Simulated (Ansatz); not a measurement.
A strain series on KI (zincblende): epitaxial in the xy plane

KI (zincblende), relaxed with r2SCAN in Ansatz, then strained (epitaxial in the xy plane; changes of length per length, axes as in the cell below) with the atoms relaxed again within the symmetry that is left. The symmetry is F-43m (No. 216, cubic); a = 7.932 Å in the conventional setting, 62.38 Å³ an atom. K is surrounded by 4 I at 3.43 Å; I is surrounded by 4 K at 3.43 Å. The cell comes from a prototype generator: it can be a known phase or a hypothetical one. Spin polarisation is off.

```
K I
1.0
     0.00000    3.96589    3.96589
     3.96589    0.00000    3.96589
     3.96589    3.96589    0.00000
K I
1 1
Direct
  0.00000 0.00000 0.00000
  0.25000 0.25000 0.25000
```

Gaps are the least over each mesh (PBE 6×6×6, r2SCAN 6×6×6 when unstrained) and the special points, which keep their unstrained names; stress is the change from the unstrained cell, compression positive.

```
strain (%)  free normal strain (%)  gap, PBE (eV)  gap, r2SCAN (eV)              edges, r2SCAN  in-plane stress, r2SCAN (GPa)  energy rise, r2SCAN (meV/atom)
      -2.5                   +4.50          3.899             4.439  (0.208, 0.208, 0.427) → Γ                          +0.04                             0.3
       0.0                    0.00          3.931             4.472             Γ–K (0.39) → Γ                           0.00                             0.0
      +1.0                   -1.96          3.922             4.463                          Γ                          -0.01                             0.0
```

Question: Estimate the row for a strain of -5.93 %.

Answer:
```
strain (%)  free normal strain (%)  gap, PBE (eV)  gap, r2SCAN (eV)           edges, r2SCAN  in-plane stress, r2SCAN (GPa)  energy rise, r2SCAN (meV/atom)
     -5.93                   +9.49          3.841             4.374  (1/4, 1/4, -0.490) → Γ                          +0.18                             2.9
```

Between zero and the nearest strains the slope of the r2SCAN gap against strain is +0.013 eV per percent for negative and -0.009 for positive strain; it falls either way, as happens when edge states split or other valleys take over.

No spin-orbit coupling is included; it can move band edges with weight on the heavy atoms by tenths of an eV.

Where an edge lies off the special points, it is a point of the mesh or the k point where a search put PBE's edge or least direct gap, reused for the other functionals, whose own edges may lie a little apart.

Coordinates of k points refer to the reciprocal vectors of the primitive cell of the runs.
